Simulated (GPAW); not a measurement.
Crystal: Rh.

```xyz
2
Lattice="2.7310 0.0000 0.0000 -1.3655 2.3651 0.0000 0.0000 0.0000 4.4285" Properties=species:S:1:pos:R:3 pbc="T T T"
Rh    0.0000    1.5767    1.1071
Rh    1.3655    0.7884    3.3214
```

This isn't the form of Rh at room conditions, which is fcc.

- Program: GPAW 26.7.0
- Task: relaxation of cell and atoms
- Functional: PBEsol
- Potentials or basis: PAW data sets generated in the run's folder for this functional
- Cutoff: 600 eV
- Basis: pw
- k mesh: 8 × 8 × 5
- Occupations: fermi-dirac, width 0.05 eV
- Spin: no spin polarisation

At the start: pressure -11.2 GPa; volume 14.30 Å³/atom.

**Question.** How do energy, volume and symmetry change on relaxing?

**Answer.** Over 7 steps the energy falls by 23.7 meV/atom and the volume is 13.69 Å³/atom (-4.3 %); space group P6_3/mmc (No. 194, to 0.05 Å).

The path:
```
step  energy change (eV)  largest force (eV/Å)  pressure (GPa)  volume (Å³)
   1              0.0000                0.0000          -11.18        28.60
   2             -0.0339                0.0001           -6.05        28.00
   3             -0.0470                0.0000            0.57        27.32
   4             -0.0471                0.0000            0.07        27.37
   5             -0.0473                0.0000           -0.16        27.39
   6             -0.0473                0.0000           -0.15        27.39
   7             -0.0474                0.0000           -0.04        27.38
```

Final structure:
```yaml
crystal:
  lattice:
    - [2.69949, 0.00000, 0.00000]
    - [-1.34975, 2.33783, 0.00000]
    - [0.00000, 0.00000, 4.33914]
  atoms:
    - { symbol: Rh, position: [0.33333, 0.66667, 0.25000] }
    - { symbol: Rh, position: [0.66667, 0.33333, 0.75000] }
```

Caveat: later steps reuse the first step's grids.
